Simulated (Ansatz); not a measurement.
Crystal: FeO (Wuestite).

```
Fe O
1.0
     1.51882    0.87689    2.51958
    -1.51882    0.87689    2.51958
     0.00000   -1.75378    2.51958
Fe O
1 1
Direct
  0.00000 0.00000 0.00000
  0.50000 0.50000 0.50000
```

Base run:

| Quantity | Value |
| --- | --- |
| Program | Ansatz 0.2.0 |
| Functional | r2SCAN |
| Potentials or basis | Ansatz PAW |
| Cutoff | 500 eV |
| Density cutoff | 2000 eV |
| k mesh | 9 × 9 × 9 |
| Occupations | fermi-dirac, width 0.05 eV |
| Spin | collinear spin, ferromagnetic start |
| Starting moments | [3.0, 0.0] μB |

Its results: band gap on the k mesh none (metal or under the smearing width); pressure -5.7 GPa; net moment 4.00 μB per cell; site moments Fe +3.52; O +0.29 μB.

Question: After a change of settings the same cell gave: band gap on the k mesh none (metal or under the smearing width); pressure -16.5 GPa; net moment 4.00 μB per cell; site moments Fe +3.42; O +0.34 μB. Which change was it?
A. functional from r2SCAN to PBEsol; cutoff from 500 eV to 420 eV; density cutoff from 2000 eV to 1680 eV; k mesh from 9 × 9 × 9 to 11 × 11 × 11
B. functional from r2SCAN to PBE; cutoff from 500 eV to 420 eV; density cutoff from 2000 eV to 1680 eV; k mesh from 9 × 9 × 9 to 11 × 11 × 11
C. k mesh from 9 × 9 × 9 to 11 × 11 × 11
D. functional from r2SCAN to LDA; cutoff from 500 eV to 420 eV; density cutoff from 2000 eV to 1680 eV

Answer: D.

Caveats: a cell with one magnetic atom can't hold antiferromagnetic order, which such compounds often take; semilocal functionals often make such compounds metallic where correlation or magnetic order opens a gap, which also shifts bond lengths; the PAW data sets come from PBE, with cores solved anew for the run's functional, which leaves a small shift of forces and pressure; the magnetic or orbital state may not be the lowest (some runs).

Not every run made on this cell is shown here.
